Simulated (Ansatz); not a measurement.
Reaction (ligand exchange at the Si–C bond): `O=C(O)C[SiH2]F` + `N[SiH3]` → `F[SiH2]N[SiH3]` + acetic acid

Program: Ansatz. Geometries: PBE0-D4/def2-TZVP. ΔE: electronic, gas phase. CBS: MP2 limit from def2 TZ/QZ plus the TZ coupled-cluster correction, frozen cores. This one scheme is used for every species. Functionals use def2-TZVPP. Each species was taken in one conformer, which may not be the lowest.

```json
{"level": "PBE-D4", "ΔE (kJ/mol)": "-75.3"}
{"level": "ωB97X-V", "ΔE (kJ/mol)": "-79.2"}
{"level": "PBE", "ΔE (kJ/mol)": "-75.4"}
{"level": "r2SCAN", "ΔE (kJ/mol)": "-80.4"}
{"level": "PBE0", "ΔE (kJ/mol)": "-77.6"}
{"level": "CCSD(T)/def2-TZVPP", "ΔE (kJ/mol)": "-81.6"}
{"level": "MP2/def2-QZVPP", "ΔE (kJ/mol)": "-83.7"}
{"level": "SCS-MP2/def2-QZVPP", "ΔE (kJ/mol)": "-85.1"}
```

What does CCSD(T)/CBS give? (Estimate.)

Ansatz gave: -82.0 kJ/mol. The listed levels differ from it by 6.7, 2.8, 6.6, 1.6, 4.4, 0.4, -1.7, -3.1 kJ/mol.

Largest T1 diagnostic among the species: 0.015.

In def2-TZVPP, CCSD(T) changes the Hartree–Fock value by +9.3 kJ/mol (the triples alone add +1.1 kJ/mol) and MP2 by +7.8 kJ/mol.

CCSD(T)/CBS has its own doubt, a few kJ/mol and more with outer-core shells, so smaller differences from it don't rank the levels.
